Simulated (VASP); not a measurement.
Here is a VASP 6.6.1 calculation.

File INCAR:

```
SYSTEM = Mg3Te
PREC     = Accurate       ! precision mode
ENCUT    = 520            ! plane-wave cutoff, eV
EDIFF    = 1E-7           ! SCF threshold, eV
ISMEAR   = -1             ! smearing method
SIGMA    = 0.05           ! smearing width, eV
LREAL    = .FALSE.        ! projectors in reciprocal space
LASPH    = .TRUE.         ! aspherical terms in the spheres
NELM     = 80             ! most SCF steps
ALGO     = Normal         ! electronic algorithm
ISIF     = 2              ! what is computed and relaxed
LWAVE    = .FALSE.        ! write WAVECAR
LCHARG   = .FALSE.        ! write CHGCAR
GGA      = PE             ! functional
NBANDS   = 14             ! bands
```

File KPOINTS:

```
Automatic mesh
0
G
  9 9 9
  0 0 0
```

POSCAR

```
Mg3Te
1.0
   -2.1393600000      2.1393600000      5.2824880000
    2.1393600000     -2.1393600000      5.2824880000
    2.1393600000      2.1393600000     -5.2824880000
Te Mg
1 3
Direct
    0.0000000000      0.0000000000      0.0000000000
    0.2500000000      0.7500000000      0.5000000000
    0.7500000000      0.2500000000      0.5000000000
    0.5000000000      0.5000000000      0.0000000000
```

Potentials or basis: VASP PAW PBE potentials, release 64 (Te, Mg).

Launch:

```bash
$ cat potpaw_PBE.64/Te/POTCAR potpaw_PBE.64/Mg/POTCAR > POTCAR
$ mpirun -np 1 vasp_std > vasp.out
```

Task: Predict the pressure.

Result: 0.1 GPa.

Task: Predict the band gap on the k mesh.

Result: None (metal or under the smearing width).

Stress tensor (GPa, compression positive):
```
 0.12  0.00  0.00
 0.00  0.12  0.00
 0.00  0.00 -0.08
```

Spin-orbit coupling is left out, which matters for the levels of Te.
